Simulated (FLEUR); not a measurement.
## C under changes of volume

One of the cells (5.672 Å³/atom); the others are scaled copies at fixed shape and fractional positions:

```
C
1.0
     0.00000    1.78337    1.78337
     1.78337    0.00000    1.78337
     1.78337    1.78337    0.00000
C
2
Direct
  0.75000 0.75000 0.75000
  0.50000 0.50000 0.50000
```

This isn't the form of C at room conditions, which is graphite.

| Quantity | Value |
| --- | --- |
| Program | FLEUR MaX-R8.1 (later development tree) |
| Functional | PW91 |
| Potentials or basis | all-electron |
| Basis | FLAPW |
| Kmax | 5.5 1/bohr |
| k mesh | 13 × 13 × 13 |
| Occupations | fermi-dirac, width 0.05 eV |
| Spin | no spin polarisation |

```tsv
volume (Å³/atom)	energy over the lowest point (meV/atom)	gap on the mesh (eV)
5.332	33.95	4.34
5.445	15.33	4.29
5.672	0.00	4.19
5.899	?	?
6.012	22.39	4.07
```

Q: What does the run at 5.899 Å³/atom give?

A: Energy over the lowest point 9.57 meV/atom; gap on the mesh 4.10 eV.

Worked out: A Birch-Murnaghan fit of order 2 (a polynomial in V^(-2/3)) to the other rows has its minimum at 5.69 Å³/atom with B0 = V·E''(V) = 434 GPa. It gives 9.68 meV/atom at 5.899 Å³/atom, against the run's 9.57. A straight line through the other rows of the gap, of slope -2.25 eV per unit of ln V, gives 4.11 eV, against the run's 4.10.

Energies are extrapolated to zero smearing.

Caveats: an odd mesh through Γ misses points on the zone boundary, where band edges often lie.
